PtSe2 is built of strongly bonded layers that are held to one another much less strongly, so suspicion falls first on the gap between them. A functional without dispersion attraction should describe the layers well and fail only in the gap, and an added dispersion term should repair it. The calculations contradict the first half of this picture and give no support to the second. The choice of functional moves the pressure of one and the same cell by roughly 10 GPa, about as much within the layers as across them, and the one run with a dispersion term, which also uses a different exchange functional, has the highest pressure of all. Changing potentials and mesh at a fixed functional moves it by about 1 GPa.

Kohn-Sham DFT calculations of bulk PtSe2 (P-3m1, 3-atom cell) with ABINIT and Ansatz, all at the same fixed cell and atomic positions, without lattice vibrations. The basis column gives the plane-wave cutoff or, for LAPW, the target basis error. Pressure is positive in compression; the Ansatz PAW value excludes the Pulay correction.

```
              method      rung      program                               potentials                      basis              spin             k mesh            smearing  pressure (GPa)
                 LDA       LDA       ABINIT                         JTH PAW LDA v2.0                     544 eV              none  5x5x3 3-atom cell  Fermi Dirac 0.05eV          -0.240
                 LDA       LDA       ABINIT     PseudoDojo NC SR LDA v0.4.1 standard                    1061 eV              none  6x6x4 3-atom cell  Fermi Dirac 0.05eV          -1.160
                 PBE       GGA       Ansatz                               Ansatz PAW                     420 eV              none  8x8x5 3-atom cell    gaussian 0.018eV           7.290
                 PBE       GGA       ABINIT                         JTH PAW PBE v2.0                     544 eV              none  6x6x4 3-atom cell  Fermi Dirac 0.05eV           7.840
              PBEsol       GGA       ABINIT                         JTH PAW PBE v2.0                     544 eV              none  5x5x3 3-atom cell  Fermi Dirac 0.05eV           2.670
              PBEsol       GGA       ABINIT  PseudoDojo NC SR PBEsol v0.4.1 standard                    1061 eV              none  6x6x4 3-atom cell  Fermi Dirac 0.05eV           1.460
rPW86-PBE-D3(BJ)+ATM       GGA  Ansatz LAPW   all electron LAPW, scalar relativistic  0.001 eV/atom basis error  collinear random  8x8x5 3-atom cell          cold 0.1eV          10.830
              r2SCAN  meta-GGA       ABINIT                         JTH PAW PBE v2.0                     653 eV              none  6x6x4 3-atom cell  Fermi Dirac 0.05eV           5.200
```

A positive pressure means that the crystal would expand if it were allowed to, so the functional prefers a larger cell than the one given. The size of the preferred change follows from the bulk modulus B, the resistance to a change of volume:

ΔV/V ≈ P/B

Here P is the pressure in the table and V the volume. For PtSe2, B is some 50 GPa, a rough recalled value, so 1 GPa corresponds to about 2% in volume. The higher PBE pressure gives 7.84/50, or about 16%, which is good only as an order of magnitude because the crystal softens as it expands. Most of the expansion would go into the soft direction c, perpendicular to the layers.

Zero is not quite the right target for these pressures. The calculations hold the atoms still, while in a real crystal their vibrations push outwards. In the classical limit this thermal pressure is

P_th ≈ 3γk_BT/v

where v is the volume per atom, k_BT the thermal energy and γ the Grüneisen parameter, usually between 1 and 2. At 300 K this gives 0.6 GPa times γ, or roughly 1 GPa. If the given cell is that of the crystal at room temperature, a correct static calculation should therefore show about −1 GPa.

Against that mark LDA does best, with −0.24 and −1.16 GPa. PBEsol lies a few GPa too high and PBE eight or nine. Yet the good LDA value is no proof of good physics. LDA is known to bind most solids too strongly, and it holds layers together through the overlap of their electron clouds, without true dispersion. The mean also hides a compensation: in the run with JTH potentials the stress is +0.4 GPa in the plane and −1.5 GPa along c, so that the layers want to widen while the stack wants to shrink. With PseudoDojo potentials both values are negative, −0.8 and −1.9 GPa, so the sign in the plane is not settled.

The two directions also show where the push of PBE arises. Suppose that going from LDA to PBE only added repulsion across the gap, acting along the lines between neighbouring Se atoms of adjacent layers. Each such contact adds to the stress in a given direction in proportion to the square of its extent in that direction. With the cell edges a = 3.724 Å and c = 5.062 Å, and Se a quarter of the way up the cell, the in-plane stress would rise by only this fraction of the rise along c:

2a²/(3c²) = 2 × 3.724²/(3 × 5.062²) ≈ 0.36

The JTH runs give 8.2 GPa in the plane and 7.9 GPa along c, a ratio close to one. In this simple picture the layers themselves must therefore push as well, and a repair confined to the gap would leave that part of the error in place.

The likely cause is the way in which these functionals treat an uneven electron density. LDA takes the energy at each point from a uniform electron gas of the same density. PBE and PBEsol add terms that depend on the density gradient. The exchange term lowers the energy where the density varies strongly, and since the density becomes more uneven when atoms move apart, it favours longer bonds everywhere in the crystal. This is why LDA usually gives the smallest cell of the three, PBE the largest and PBEsol one in between, in layered and compact solids alike.

It is tempting to let the strength of the exchange term alone set the pressure. Its coefficient is about 0.12 in PBEsol and 0.22 in PBE. A straight line through the JTH values for LDA and PBEsol, continued to the PBE coefficient, then predicts

−0.24 + (2.67 + 0.24) × 0.22/0.12 ≈ 5.1 GPa

The PBE run, which had no part in drawing the line, gives 7.84 GPa. The miss of 2.7 GPa is larger than any difference between two runs with the same functional, so the simple picture has the right direction but leaves out something that matters.

One thing it leaves out is correlation. The gradient term of correlation raises the energy where the density varies strongly, and so pulls atoms together. PBEsol keeps about 55% of the exchange coefficient of PBE but 69% of that of correlation. The outward push is thus cut more than the inward pull, and if each is proportional to its coefficient, the net push falls below 55%. The pressures agree: the rise from LDA to PBEsol is only 36% of the rise from LDA to PBE. The argument fits the direction of the miss but does not prove the cause, since the exchange term is not strictly proportional to its coefficient and the PBE run also has a finer mesh; the separate sizes of push and pull would need runs in which each term is changed by itself.

The run with rPW86 exchange and a D3 dispersion term shows that adding a correction does not by itself guarantee a good pressure. Dispersion attracts, so the term by itself should lower the pressure. The result is nevertheless 10.83 GPa, about 3 GPa above the higher PBE value. The exchange part of rPW86 is known to be strongly repulsive, and it most probably outweighs the attraction. This run is also the only all-electron one, but the two PBE runs, made with different programs and potentials, differ by just 0.55 GPa, which speaks against a large effect of the method, though neither of them tests LAPW itself. The rPW86 run alone allowed magnetism, but its moment fell to zero, so magnetism does not explain the difference.

The more elaborate r2SCAN does not automatically come closer to the target either. Its pressure of 5.20 GPa is 2.6 GPa below PBE with the same family of potentials, but 2.5 GPa above PBEsol. Its stress is also oddly even: the in-plane value and the value along c differ by about 0.1 GPa, against 1.2 to 3.2 GPa in all other runs. Its total energy is positive, while those of the other JTH runs are strongly negative, and the cause of that is not known. One possible reason for the odd stress is that this run borrows potentials made for PBE, but that is a guess. The JTH run with PBEsol borrows them too and shows nothing odd, yet it is a weak test, because r2SCAN also depends on the kinetic energy density of the electrons, which PBE and PBEsol do not use. Until a second set of potentials confirms the result, its place in the order is provisional.

How much of this matters depends on the purpose. An average error of 1% in each cell edge is about 3% in volume, which corresponds to 0.03 × 50 = 1.5 GPa. Runs with the same functional differ by 0.5 to 1.2 GPa, so the usual potentials and meshes are good enough for the volume. They may not be for c alone, since 1.2 GPa is about 2.4% in volume and most of that would fall on the soft direction. Within the JTH runs each step from one functional to the next is at least 2.5 GPa and would spoil even the volume, although the step from PBEsol to r2SCAN also contains a change of mesh. For edges good to 0.3%, the allowance shrinks to about 0.5 GPa, and then potentials, cutoff and mesh need as much care as the functional.

The two kinds of choice can be treated almost separately. With JTH potentials the pressure rises by 2.91 GPa from LDA to PBEsol. Adding this rise to the PseudoDojo value for LDA predicts PseudoDojo PBEsol, which was not used:

−1.16 + 2.91 = 1.75 GPa

The calculation gives 1.46 GPa, so the prediction is 0.3 GPa too high. Simply taking over the JTH value for PBEsol would be wrong by 1.2 GPa. It is a single test, and in both pairs the mesh changes together with the potentials, so the offset belongs to the whole setting. It does suggest that differences between functionals can be found with inexpensive settings, while the absolute pressure needs a more careful run.

That division of labour saves work. LDA, PBE and PBEsol cost nearly the same. The PseudoDojo runs, however, use a cutoff of 1061 eV instead of 544 eV and treat 50 electrons instead of 22. As the number of plane waves grows with the power 3/2 of the cutoff, the work at equal mesh grows by roughly

(1061/544)^1.5 × 50/22 ≈ 6

The finer mesh of these runs nearly doubles the number of k points before symmetry is used. For r2SCAN, the higher cutoff alone adds about 30% more plane waves than in the JTH run with PBE, and the functional itself brings some further work.

One inexpensive improvement should come before any finer comparison: letting the Se atoms move. In the JTH run with PBE each Se atom feels a force of 0.67 eV/Å. Divided by the area of the cell in the plane, this is about 9 GPa, and it is the jump in stress along c from one side of a Se sheet to the other. In every run this jump is larger than the pressure itself. It is not a correction to be subtracted, but it shows that the gap and the inside of the layer are under very different loads, which the single number in the table averages.

For PtSe2 the order of effort follows from these sizes. First relax the Se atoms under each candidate functional, then choose among the functionals by the stress in the plane and along c, because the mean can look right when both are wrong. Before that relaxation only LDA comes within 1.5 GPa of the mark of −1 GPa, and its good value may rest on compensating errors. PBEsol misses the mark by 2.5 to 3.7 GPa, too much for edges good to 1%, but it is worth relaxing as a second candidate. PBE without dispersion starts much further off. PBE with a dispersion term is missing from the table and would be the natural next run. Such a term has to be judged together with the functional it was fitted to, and a pair of runs with and without it shows what the term contributes. Only after that pay for harder potentials and a finer mesh.
